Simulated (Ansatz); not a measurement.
# Mg in Mo(100), 2x2: scattering by a point defect, part 3 of 3

How strong a scatterer is Mg in Mo(100), 2x2, and does relaxation matter?

Ansatz 0.2.0; Ansatz plane-wave DFT, PBE, PAW files; ballistic transport by layer matching (Landauer), zero bias; PAW set soft_1 (the session's first sound run).

So far, resistivity per at.% scaled from this dense plane, with the factor 3/4 for isotropic scattering (µΩ cm): step 3 (resistance at ideal sites) 6.95.

**5. Transmission after relaxation, relaxed yes**

The transmission is solved again on the relaxed atoms.

This step: Ansatz plane-wave DFT, PBE, PAW files; ballistic transport by layer matching (Landauer), zero bias; PAW set soft_1 (Ansatz 0.2.0).

input.yaml

```yaml
crystal:
  lattice:
    - [6.294, 0.0, 0.0]
    - [0.0, 6.294, 0.0]
    - [0.0, 0.0, 28.323]
  atoms:
    - { symbol: Mo, position: [0.0, 0.0, 0.0277777778] }
    - { symbol: Mo, position: [0.0, 0.5, 0.0277777778] }
    - { symbol: Mo, position: [0.5, 0.0, 0.0277777778] }
    - { symbol: Mo, position: [0.5, 0.5, 0.0277777778] }
    - { symbol: Mo, position: [0.25, 0.25, 0.0833333333] }
    - { symbol: Mo, position: [0.25, 0.75, 0.0833333333] }
    - { symbol: Mo, position: [0.75, 0.25, 0.0833333333] }
    - { symbol: Mo, position: [0.75, 0.75, 0.0833333333] }
    - { symbol: Mo, position: [0.0, 0.0, 0.1388888889] }
    - { symbol: Mo, position: [0.0, 0.5, 0.1388888889] }
    - { symbol: Mo, position: [0.5, 0.0, 0.1388888889] }
    - { symbol: Mo, position: [0.5, 0.5, 0.1388888889] }
    - { symbol: Mo, position: [0.25, 0.25, 0.1944444444] }
    - { symbol: Mo, position: [0.25, 0.75, 0.1944444444] }
    - { symbol: Mo, position: [0.75, 0.25, 0.1944444444] }
    - { symbol: Mo, position: [0.75, 0.75, 0.1944444444] }
    - { symbol: Mo, position: [0.0, 0.0, 0.25] }
    - { symbol: Mo, position: [0.0, 0.5, 0.25] }
    - { symbol: Mo, position: [0.5, 0.0, 0.25] }
    - { symbol: Mo, position: [0.5, 0.5, 0.25] }
    - { symbol: Mo, position: [0.25, 0.25, 0.3061961142] }
    - { symbol: Mo, position: [0.25, 0.75, 0.3055166047] }
    - { symbol: Mo, position: [0.75, 0.25, 0.3055166047] }
    - { symbol: Mo, position: [0.75, 0.75, 0.3061155676] }
    - { symbol: Mo, position: [0.0001700428, 0.0001700428, 0.3609263824] }
    - { symbol: Mo, position: [0.0001700428, 0.4998299572, 0.3609263824] }
    - { symbol: Mo, position: [0.4998299572, 0.0001700428, 0.3609263824] }
    - { symbol: Mo, position: [0.4998299572, 0.4998299572, 0.3609263824] }
    - { symbol: Mo, position: [0.25, 0.25, 0.4183071967] }
    - { symbol: Mo, position: [0.25, 0.75, 0.4165097951] }
    - { symbol: Mo, position: [0.75, 0.25, 0.4165097951] }
    - { symbol: Mo, position: [0.75, 0.75, 0.4168582098] }
    - { symbol: Mo, position: [-0.0035184414, -0.0035184414, 0.4714398679] }
    - { symbol: Mo, position: [-0.0035184414, 0.5035184414, 0.4714398679] }
    - { symbol: Mo, position: [0.5035184414, -0.0035184414, 0.4714398679] }
    - { symbol: Mo, position: [0.5035184414, 0.5035184414, 0.4714398679] }
    - { symbol: Mg, position: [0.25, 0.25, 0.5278896611] }
    - { symbol: Mo, position: [0.25, 0.75, 0.5278727641] }
    - { symbol: Mo, position: [0.75, 0.25, 0.5278727641] }
    - { symbol: Mo, position: [0.75, 0.75, 0.5279124356] }
    - { symbol: Mo, position: [-0.0035273734, -0.0035273734, 0.5843308605] }
    - { symbol: Mo, position: [-0.0035273734, 0.5035273734, 0.5843308605] }
    - { symbol: Mo, position: [0.5035273734, -0.0035273734, 0.5843308605] }
    - { symbol: Mo, position: [0.5035273734, 0.5035273734, 0.5843308605] }
    - { symbol: Mo, position: [0.25, 0.25, 0.6375286985] }
    - { symbol: Mo, position: [0.25, 0.75, 0.6392222895] }
    - { symbol: Mo, position: [0.75, 0.25, 0.6392222895] }
    - { symbol: Mo, position: [0.75, 0.75, 0.6389749819] }
    - { symbol: Mo, position: [0.0001944188, 0.0001944188, 0.6948301931] }
    - { symbol: Mo, position: [0.0001944188, 0.4998055812, 0.6948301931] }
    - { symbol: Mo, position: [0.4998055812, 0.0001944188, 0.6948301931] }
    - { symbol: Mo, position: [0.4998055812, 0.4998055812, 0.6948301931] }
    - { symbol: Mo, position: [0.25, 0.25, 0.75] }
    - { symbol: Mo, position: [0.25, 0.75, 0.75] }
    - { symbol: Mo, position: [0.75, 0.25, 0.75] }
    - { symbol: Mo, position: [0.75, 0.75, 0.75] }
    - { symbol: Mo, position: [0.0, 0.0, 0.8055555556] }
    - { symbol: Mo, position: [0.0, 0.5, 0.8055555556] }
    - { symbol: Mo, position: [0.5, 0.0, 0.8055555556] }
    - { symbol: Mo, position: [0.5, 0.5, 0.8055555556] }
    - { symbol: Mo, position: [0.25, 0.25, 0.8611111111] }
    - { symbol: Mo, position: [0.25, 0.75, 0.8611111111] }
    - { symbol: Mo, position: [0.75, 0.25, 0.8611111111] }
    - { symbol: Mo, position: [0.75, 0.75, 0.8611111111] }
    - { symbol: Mo, position: [0.0, 0.0, 0.9166666667] }
    - { symbol: Mo, position: [0.0, 0.5, 0.9166666667] }
    - { symbol: Mo, position: [0.5, 0.0, 0.9166666667] }
    - { symbol: Mo, position: [0.5, 0.5, 0.9166666667] }
    - { symbol: Mo, position: [0.25, 0.25, 0.9722222222] }
    - { symbol: Mo, position: [0.25, 0.75, 0.9722222222] }
    - { symbol: Mo, position: [0.75, 0.25, 0.9722222222] }
    - { symbol: Mo, position: [0.75, 0.75, 0.9722222222] }
kpoints:
  mp_grid: { grid: [4, 4, 1] }
hamiltonian:
  xc: pbe
  pseudopotentials: { kind: paw, azcp: { folder: soft_1 } }
scf:
  occupations: { method: fermi_dirac, width: 0.1 }
output:
  transmission: { leads: [[0, 4]], kmesh: [8, 8], e_range: [-0.05, 0.05], de: 0.05 }
  write_potential: true
  write_density: true
  volumetric_format: npy
```

Started as:

```
ansatz run input.yaml --threads 4 --pin off --max-ram 15360MiB --backend cpu --events-out ev --progress --plain --runs-dir out
```

Numbers of over 12 decimals in the logs are rounded to 6 here.

The program printed:

```text
[...]
Crystal: 72 atoms, lattice volume = 1122.000 Å³
Basis set: ecut = 420 eV, 21955 PW (Γ)
Bands: 603, of which v1, the nominal top of the filled ones, is band 502 counted from 1 (501 counted from 0)
Symmetry: 8 space group operations
[...]
k-points: 6 of 16
[...]
SCF iter   1: F=—  HF=-353864.071394 eV  |F-HF|=—  |Δ(HF+E_count)|=         —  Δρ=1.11e-1  dr2=2.17e3  ethr=3.10e-3  ⟨swp⟩=4.8  Hψ=13626  notcnv=0
[...]
SCF iter  11: F=-353803.159510 eV  HF=-353803.159510 eV  |F-HF|=7.10e-9  |Δ(HF+E_count)|=   1.40e-9  Δρ=3.04e-7  dr2=7.75e-9  ethr=9.96e-12  ⟨swp⟩=2.0  Hψ=6436  notcnv=0
SCF 1 converged in 11 iterations: F = -353803.159510 eV  dr2 = 7.75e-9
[...]
transmission: 86 of 840 steps passed
transmission: 168 of 840 steps passed
[...]
transmission: 840 of 840 steps passed
SCF converged after 11 iterations
Free energy (F): -353803.159510 eV
[...]
Internal energy: -353801.521108 eV  (E = F + TS)
E sigma→0 (E₀):  -353802.340309 eV
Entropy (-TS):   -1.638401 eV (-22.756 meV/atom)
Fermi energy:    20.906820 eV
[...]
--- Band table (eV; the first three rows and the last of 6) ---
  k-point 0: bands = [... 498 lower, 20.7602, 20.7938, 20.7938, 20.7976, 20.8334, 20.8478, 20.8677, 21.1423, ... 97 higher]
  k-point 1: bands = [... 498 lower, 20.8508, 20.8516, 20.8865, 20.9231, 20.9384, 20.9657, 20.9738, 21.0023, ... 97 higher]
  k-point 2: bands = [... 498 lower, 20.6459, 20.6530, 20.8438, 20.8523, 21.0298, 21.0563, 21.0933, 21.1542, ... 97 higher]
  k-point 5: bands = [... 498 lower, 19.8867, 20.2025, 20.2130, 20.5613, 20.7590, 20.7590, 21.2880, 21.2880, ... 97 higher]
--- Transmission ---
  basis      : 349 plane waves across, 56 finite elements along
  points     : 15, standing for a mesh of 8 x 8
[...]
channels       : 6.593750e0 a spin
[...]
slowest decay  : 0.0410 /Å at (0.5000, 0.3750)
  junction   : crystal 0 to crystal 0, -0.70 to 26.05 Å
    transmission   : 4.493158e0 a spin
[...]
```

The job ended after 8.5 min (4 threads of Arm Neoverse V2, shared host; peak memory 8.6 GiB; 33 min of CPU time).

Numbers from this step:

```yaml
free_energy: -353803.1595 eV
energy_at_zero_smearing: -353802.3403 eV
transmission_per_spin_nearest_the_fermi_level: 4.493
step_of_the_lead_s_potential: 7.6 meV
```

Per spin. Table of transmission, zone mean by energy, zero at the Fermi level:

```
energy (eV)  transmission, zone mean
    -0.0500                     4.39
     0.0000                     4.49
     0.0500                     4.55
```

Transmission over k1 and k2. At 0.0000 eV from the Fermi level.

Ten even steps from '0' (0.0) to '9' (11.2):
```
00024200
10279720
12799972
24999994
12799972
10279720
00024200
00112110
```
Columns: k1 (b1) from -0.5 to 0.375; rows upwards: k2 (b2) from -0.5 to 0.375.

Over the solved energies the transmission per spin lies between 4.39 and 4.55, out of 6.64 channels of the lead on average (up to 6.66).

**6. Resistance after relaxation**

This step: Ansatz plane-wave DFT, PBE, PAW files; ballistic transport by layer matching (Landauer), zero bias; area resistance of the defect plane and resistivity an atomic per cent; PAW set soft_1 (Ansatz 0.2.0).

Numbers from this step:

* area resistance: 0.3718 fΩ m²
* T over the leads' mean channel count: 0.6745
* resistivity per at.% scaled from this dense plane, with the factor 3/4 for isotropic scattering: 7.089 µΩ cm

Averaged over the energies near the Fermi level, 67.5 % of the channels pass, which makes 0.372 fΩ m², against 0.364 on ideal sites.

**7. Results**

| Item | Value |
| --- | --- |
| share of channels that pass, rigid | 0.679 |
| area resistance, rigid | 0.364 fΩ m² |
| resistivity per at.% from the area resistance, times 3/4, rigid | 6.95 µΩ cm |
| share of channels that pass, relaxed | 0.675 |
| area resistance, relaxed | 0.372 fΩ m² |
| resistivity per at.% from the area resistance, times 3/4, relaxed | 7.09 µΩ cm |

What this shows: The plane of defects adds 0.37 fΩ m². Scaled to one atomic per cent that is 9.5 µΩ cm as it stands and 7.1 with the factor 3/4 for isotropic scattering on a spherical Fermi surface; with the reflection in place of the resistance taken as linear in the density it would be 4.8. These are rough estimates of the dilute value, not bounds. One Mg in each 2x2 cell reflects 33 % of the lead's channels. The relaxed cell differs by 2.1 % in resistance; between the two runs the lead's own channel count goes from 6.64 to 6.64, so the change comes from the moved atoms. The defects form a dense periodic sheet that scatters coherently, unlike a dilute random alloy. T and N are means over the solved energies nearest the Fermi level.

[Logs are printed without paths, hosts, clocks, repeated set-up lines and the standing remarks that a program may print on its own settings, such as how far it seeks lower states.]

[Hosts, paths, dates, database ids (printed as entryN), source tags and the programs' standing remarks are cut or masked in the printed files.]
